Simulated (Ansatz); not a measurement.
Crystal: Ge.

```
CELL_PARAMETERS angstrom
-2.57449 2.57449 1.39741
2.57449 -2.57449 1.39741
2.57449 2.57449 -1.39741
ATOMIC_POSITIONS crystal
Ge 0.50000 0.50000 0.00000
Ge 0.25000 0.75000 0.50000
```

This isn't the form of Ge at room conditions, which is diamond.

Base run:

- Program: Ansatz 0.2.0
- Functional: LDA
- Potentials or basis: all-electron LAPW, scalar-relativistic
- Cutoff: 255 eV
- Density cutoff: 1020 eV
- Basis error allowed: 0.001 eV/atom
- k mesh: 11 × 11 × 11
- Occupations: fermi-dirac, width 0.05 eV
- Spin: no spin polarisation

Its results: pressure -2.4 GPa.

Task: After a change of settings the same cell gave: pressure -0.6 GPa. Which change was it?
A. occupations from fermi-dirac, width 0.05 eV to gaussian, width 0.1 eV
B. functional from LDA to BLYP
C. functional from LDA to PBEsol

Result: C.

PBEsol binds less tightly than LDA, so the same cell stands under more pressure.

Not every run made on this cell is shown here.
